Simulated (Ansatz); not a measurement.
Input, command and steps of an Ansatz relaxation.

```yaml
crystal:
  lattice:
    - [4.5993047863, 0.0, 0.0]
    - [0.0, 4.4318543694, 0.0]
    - [0.0, 0.0, 4.4318543694]
  atoms:
    - { symbol: Al, position: [0.0, 0.0, 0.0] }
    - { symbol: Ga, position: [0.5, 0.5, 0.0] }
    - { symbol: Ga, position: [0.5, 0.0, 0.5] }
    - { symbol: Ga, position: [0.0, 0.5, 0.5] }
    - { symbol: "N", position: [0.7551977233, 0.7554141959, 0.2445858041] }
    - { symbol: "N", position: [0.7551977233, 0.2445858041, 0.7554141959] }
    - { symbol: "N", position: [0.2448022767, 0.7554141959, 0.7554141959] }
    - { symbol: "N", position: [0.2448022767, 0.2445858041, 0.2445858041] }
basis:
  ecutwfc: 500
kpoints:
  mp_grid: { grid: [6, 6, 6] }
hamiltonian:
  xc: r2scan
scf:
  occupations: { method: gaussian, width: 0.02 }
output:
  forces: true
  stress: true
  eigenvalues: true
relax:
  adjacent_minimum: "off"
  f_tol: 0.008
  max_steps: 40
  cell: { stress_tol: 0.015, fix: [a, angles] }
```

```bash
ansatz run input.yaml --threads 2 --pin off --max-ram 5120MiB --backend cpu --events-out ev --progress --plain --runs-dir out
```

Method: DFT r2SCAN, scalar-relativistic, plane waves, PAW (Ansatz).

Of 4 frames 3 are shown, positions in Å and forces in eV/Å; the SCF threshold varies from step to step. Steps run on the plane waves of an earlier cell, with a Pulay correction in the pressure. The basis is chosen afresh for the last frame, the zero of the energies, and at times for earlier ones too; energy and pressure step there, also at an unchanged geometry.

```xyz
8
Lattice="4.5993 0.0000 0.0000 0.0000 4.4319 0.0000 0.0000 0.0000 4.4319" Properties=species:S:1:pos:R:3:forces:R:3 pbc="T T T" step=1 free_energy_over_end_meV_per_atom=0.19 pressure_GPa=-2.90
Al    0.0000    0.0000    0.0000    0.0000    0.0000    0.0000
Ga    2.2997    2.2159    0.0000    0.0000    0.0000    0.0000
Ga    2.2997    0.0000    2.2159    0.0000    0.0000    0.0000
Ga    0.0000    2.2159    2.2159    0.0000    0.0000    0.0000
N     3.4734    3.3479    1.0840   -0.0128    0.0061   -0.0061
N     3.4734    1.0840    3.3479   -0.0128   -0.0061    0.0061
N     1.1259    3.3479    3.3479    0.0128    0.0061    0.0061
N     1.1259    1.0840    1.0840    0.0128   -0.0061   -0.0061
8
Lattice="4.5993 0.0000 0.0000 0.0000 4.4248 0.0000 0.0000 0.0000 4.4248" Properties=species:S:1:pos:R:3:forces:R:3 pbc="T T T" step=2 free_energy_over_end_meV_per_atom=0.01 pressure_GPa=-2.31
Al    0.0000    0.0000    0.0000    0.0000    0.0000    0.0000
Ga    2.2997    2.2124    0.0000    0.0000    0.0000    0.0000
Ga    2.2997    0.0000    2.2124    0.0000    0.0000    0.0000
Ga    0.0000    2.2124    2.2124    0.0000    0.0000    0.0000
N     3.4730    3.3427    1.0822   -0.0035    0.0053   -0.0053
N     3.4730    1.0822    3.3427   -0.0035   -0.0053    0.0053
N     1.1263    3.3427    3.3427    0.0035    0.0053    0.0053
N     1.1263    1.0822    1.0822    0.0035   -0.0053   -0.0053
8
Lattice="4.5993 0.0000 0.0000 0.0000 4.4209 0.0000 0.0000 0.0000 4.4209" Properties=species:S:1:pos:R:3:forces:R:3 pbc="T T T" step=4 free_energy_over_end_meV_per_atom=0.00 pressure_GPa=-1.97
Al    0.0000    0.0000    0.0000    0.0000    0.0000    0.0000
Ga    2.2997    2.2104    0.0000    0.0000    0.0000    0.0000
Ga    2.2997    0.0000    2.2104    0.0000    0.0000    0.0000
Ga    0.0000    2.2104    2.2104    0.0000    0.0000    0.0000
N     3.4728    3.3399    1.0810    0.0006    0.0007   -0.0007
N     3.4728    1.0810    3.3399    0.0006   -0.0007    0.0007
N     1.1265    3.3399    3.3399   -0.0006    0.0007    0.0007
N     1.1265    1.0810    1.0810   -0.0006   -0.0007   -0.0007
```

It took 2.4 min on 2 threads of AMD EPYC (Zen 3), on a shared host, peak memory 0.61 GiB.